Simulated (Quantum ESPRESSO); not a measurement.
Wanted: the native input for a Quantum ESPRESSO 7.5 run.

| Property | Result |
| --- | --- |
| Task | band structure |
| Functional | PBEsol |
| Potentials or basis | PseudoDojo 0.4.1 SR PBEsol standard |
| Cutoff | 1088 eV |
| Density cutoff | 4354 eV |
| k mesh | 13 × 13 × 13 |
| Occupations | fermi-dirac, width 0.05 eV |
| Spin | no spin polarisation |
| Mixing beta | 0.5 |
| Most SCF iterations | 120 |
| SCF threshold | 2e-10 Ry |

Ga:

```
Ga
1.0
    -1.38440    1.38440    2.31122
     1.38440   -1.38440    2.31122
     1.38440    1.38440   -2.31122
Ga
1
Direct
  0.00000 0.00000 0.00000
```

This isn't the form of Ga at room conditions, which is orthorhombic.

These files were run (other wordings do the same):

pw.in

```
&CONTROL
  calculation = 'scf'
  prefix = 'pwscf'
  outdir = './tmp'
  pseudo_dir = './pseudo'
  tprnfor = .true.
  tstress = .true.
  disk_io = 'low'
/
&SYSTEM
  ibrav = 0
  celldm(1) = 8
  nat = 1
  ntyp = 1
  ecutwfc = 80
  nbnd = 12
  occupations = 'smearing'
  smearing = 'fd'
  degauss = 0.00367493
/
&ELECTRONS
  conv_thr = 2d-10
  electron_maxstep = 120
  mixing_beta = 0.5
/
ATOMIC_SPECIES
Ga    69.7230 Ga.upf
CELL_PARAMETERS alat
 -0.3270168034158   0.3270168034158   0.5459475079615
  0.3270168034158  -0.3270168034158   0.5459475079615
  0.3270168034158   0.3270168034158  -0.5459475079615
ATOMIC_POSITIONS crystal
Ga     0.0000000000    0.0000000000    0.0000000000
K_POINTS automatic
13 13 13 0 0 0
```

bands.in

```
&CONTROL
  calculation = 'bands'
  prefix = 'pwscf'
  outdir = './tmp'
  pseudo_dir = './pseudo'
  disk_io = 'low'
  verbosity = 'high'
/
&SYSTEM
  ibrav = 0
  celldm(1) = 8
  nat = 1
  ntyp = 1
  ecutwfc = 80
  nbnd = 12
  occupations = 'smearing'
  smearing = 'fd'
  degauss = 0.00367493
/
&ELECTRONS
  conv_thr = 1d-08
  electron_maxstep = 120
  mixing_beta = 0.5
  diago_full_acc = .true.
  startingwfc = 'random'
/
ATOMIC_SPECIES
Ga    69.7230 Ga.upf
CELL_PARAMETERS alat
 -0.3270168034158   0.3270168034158   0.5459475079615
  0.3270168034158  -0.3270168034158   0.5459475079615
  0.3270168034158   0.3270168034158  -0.5459475079615
ATOMIC_POSITIONS crystal
Ga     0.0000000000    0.0000000000    0.0000000000
K_POINTS crystal
60
 0.0000000000  0.0000000000  0.0000000000 1
 0.0000000000  0.0000000000  0.0625000000 1
 0.0000000000  0.0000000000  0.1250000000 1
 0.0000000000  0.0000000000  0.1875000000 1
 0.0000000000  0.0000000000  0.2500000000 1
 0.0000000000  0.0000000000  0.3125000000 1
 0.0000000000  0.0000000000  0.3750000000 1
 0.0000000000  0.0000000000  0.4375000000 1
 0.0000000000  0.0000000000  0.5000000000 1
-0.0896970935  0.0896970935  0.5000000000 1
-0.1793941871  0.1793941871  0.5000000000 1
-0.2328284892  0.2328284892  0.4465656978 1
-0.2862627914  0.2862627914  0.3931313957 1
-0.3396970935  0.3396970935  0.3396970935 1
-0.2972349568  0.2972349568  0.2972349568 1
-0.2547728202  0.2547728202  0.2547728202 1
-0.2123106835  0.2123106835  0.2123106835 1
-0.1698485468  0.1698485468  0.1698485468 1
-0.1273864101  0.1273864101  0.1273864101 1
-0.0849242734  0.0849242734  0.0849242734 1
-0.0424621367  0.0424621367  0.0424621367 1
 0.0000000000  0.0000000000  0.0000000000 1
 0.0714285714  0.0714285714 -0.0714285714 1
 0.1428571429  0.1428571429 -0.1428571429 1
 0.2142857143  0.2142857143 -0.2142857143 1
 0.2857142857  0.2857142857 -0.2857142857 1
 0.3571428571  0.3571428571 -0.3571428571 1
 0.4285714286  0.4285714286 -0.4285714286 1
 0.5000000000  0.5000000000 -0.5000000000 1
 0.4465656978  0.5534343022 -0.4465656978 1
 0.3931313957  0.6068686043 -0.3931313957 1
 0.3396970935  0.6603029065 -0.3396970935 1
 0.2547728202  0.6202271798 -0.2547728202 1
 0.1698485468  0.5801514532 -0.1698485468 1
 0.0849242734  0.5400757266 -0.0849242734 1
 0.0000000000  0.5000000000  0.0000000000 1
 0.0357142857  0.4642857143  0.0357142857 1
 0.0714285714  0.4285714286  0.0714285714 1
 0.1071428571  0.3928571429  0.1071428571 1
 0.1428571429  0.3571428571  0.1428571429 1
 0.1785714286  0.3214285714  0.1785714286 1
 0.2142857143  0.2857142857  0.2142857143 1
 0.2500000000  0.2500000000  0.2500000000 1
 0.3000000000  0.3000000000  0.1641211626 1
 0.3500000000  0.3500000000  0.0782423252 1
 0.4000000000  0.4000000000 -0.0076365122 1
 0.4500000000  0.4500000000 -0.0935153497 1
 0.5000000000  0.5000000000 -0.1793941871 1
 0.5000000000  0.5000000000 -0.2251950175 1
 0.5000000000  0.5000000000 -0.2709958479 1
 0.5000000000  0.5000000000 -0.3167966783 1
 0.5000000000  0.5000000000 -0.3625975087 1
 0.5000000000  0.5000000000 -0.4083983392 1
 0.5000000000  0.5000000000 -0.4541991696 1
 0.5000000000  0.5000000000 -0.5000000000 1
 0.0000000000  0.0000000000  0.5000000000 1
 0.0625000000  0.0625000000  0.4375000000 1
 0.1250000000  0.1250000000  0.3750000000 1
 0.1875000000  0.1875000000  0.3125000000 1
 0.2500000000  0.2500000000  0.2500000000 1
```

Potentials or basis: PseudoDojo 0.4.1 SR PBEsol standard.

Launch:

```bash
$ OMP_NUM_THREADS=1 mpirun -n 2 pw.x -nk 2 -in pw.in > pw.out
$ OMP_NUM_THREADS=1 mpirun -n 2 pw.x -nk 2 -in bands.in > bands.out
```

Results of the run:

| Quantity | Value |
| --- | --- |
| Pressure | -0.2 GPa |
| Band gap on the k mesh | none (metal or under the smearing width) |

Wall time 39 s on 2 MPI ranks on Arm Neoverse V1, with other jobs on the host, peak memory 0.18 GiB a rank.
